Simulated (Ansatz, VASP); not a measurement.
One calculation of NaCl, two programs

```xyz
2
Lattice="0.0000 2.8010 2.8010 2.8010 0.0000 2.8010 2.8010 2.8010 0.0000" Properties=species:S:1:pos:R:3 pbc="T T T"
Na    0.0000    0.0000    0.0000
Cl    2.8010    2.8010    2.8010
```

Alike in both runs: functional PBEsol; k mesh 8 × 8 × 8; no spin polarisation.

Ansatz relaxed the structure, and its values are those at the end. VASP's run is a single point on that final structure, the one shown.

|  | VASP | Ansatz |
| --- | --- | --- |
| version | VASP 6.6.1 | Ansatz 0.2.0 |
| potentials or method | VASP PAW PBE potentials, release 64 (Na_pv, Cl) | scalar-relativistic, plane waves, PAW |
| plane-wave cutoff (eV) | 520 | 420 |
| occupations | gaussian, width 0.01 eV | fixed |
| valence electrons in the cell | 14 | 16 |

```tsv
	VASP	Ansatz	Ansatz less VASP
gap on the k mesh at the Fermi level (eV)	5.01	5.01	+0.004
least direct gap on the mesh (eV)	5.01	5.01	+0.004
pressure (GPa)	0.0	0.0	-0.02
```

The two sets of potentials don't hold the same shells in valence.

Caveats: the PAW data sets were made with another functional, which shifts forces and pressure a little (VASP).
